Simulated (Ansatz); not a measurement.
# As under changes of volume

One of the cells (21.530 Å³/atom); the others are scaled copies at fixed shape and fractional positions:

```xyz
2
Lattice="1.8808 1.0859 3.5141 -1.8808 1.0859 3.5141 0.0000 -2.1718 3.5141" Properties=species:S:1:pos:R:3 pbc="T T T"
As    0.0000    0.0000    2.3825
As    0.0000    0.0000    8.1597
```

```yaml
Program: Ansatz 0.2.0
Functional: PBE
Potentials_or_basis: PseudoDojo standard (PBE files)
Cutoff: 1143 eV
Density_cutoff: 4572 eV
k_mesh: 9 × 9 × 9
Occupations: fermi-dirac, width 0.05 eV
Spin: no spin polarisation
```

```tsv
volume (Å³/atom)	energy over the lowest point (meV/atom)	pressure (GPa)	largest force (eV/Å)
20.239	65.63	9.7	0.900
20.669	42.57	7.5	0.736
21.100	?	?	?
21.530	12.40	3.8	0.439
21.961	4.30	2.2	0.305
22.392	0.30	0.8	0.178
22.822	0.00	-0.5	0.059
```

Q: What does the run at 21.100 Å³/atom give?

A: Energy over the lowest point 25.00 meV/atom; pressure 5.6 GPa; largest force 0.583 eV/Å.

Worked out: A Birch-Murnaghan fit of order 3 (a polynomial in V^(-2/3)) to the other rows has its minimum at 22.64 Å³/atom with B0 = V·E''(V) = 68 GPa and B' = 4.2 at fixed shape and positions, which overstates the stiffness. It gives 24.98 meV/atom at 21.100 Å³/atom, against the run's 25.00, and -dE/dV = 5.6 GPa, against 5.6.

Energies are extrapolated to zero smearing.
